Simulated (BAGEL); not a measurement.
**Worked example: vertical ionisation energy of C4H2O3 (maleic anhydride)**

C4H2O3 has 9 atoms, charge 0, and is taken as a singlet. SMILES: `O=C1C=CC(=O)O1`. The shape is that of a PBE0-D4/def2-TZVP optimisation.

Both states at this one shape; open shells run unrestricted unless said. 1 Eh = 27.2114 eV.

```
                                                                    level  program  singlet C4H2O3 (Eh)  doublet [C4H2O3]+ (Eh)  HOMO of the first (eV)
    HF/pcseg-0 (density fitting with tzvpp-jkfit), open shells restricted    BAGEL          -376.065078             -375.637481                  -12.53
    HF/pcseg-1 (density fitting with tzvpp-jkfit), open shells restricted    BAGEL          -377.117319             -376.704191                  -12.38
HF/aug-pcseg-1 (density fitting with tzvpp-jkfit), open shells restricted    BAGEL          -377.150887             -376.746551                  -12.25
```

Q: Work out the vertical ionisation energy at each level.

A: 
1. HF/pcseg-0 (density fitting with tzvpp-jkfit), open shells restricted: -375.637481 − (-376.065078) = 0.427597 Eh = 11.64 eV; −ε(HOMO) = 12.53 eV.
2. HF/pcseg-1 (density fitting with tzvpp-jkfit), open shells restricted: -376.704191 − (-377.117319) = 0.413128 Eh = 11.24 eV; −ε(HOMO) = 12.38 eV.
3. HF/aug-pcseg-1 (density fitting with tzvpp-jkfit), open shells restricted: -376.746551 − (-377.150887) = 0.404336 Eh = 11.00 eV; −ε(HOMO) = 12.25 eV.

No measured value is set beside it here; the levels span 11.00 to 11.64 eV. In Hartree–Fock, −ε(HOMO) (Koopmans) exceeds the difference of totals by the orbital relaxation of the ion. The second state's dipole differs much between rows, so they may not all be the same state.
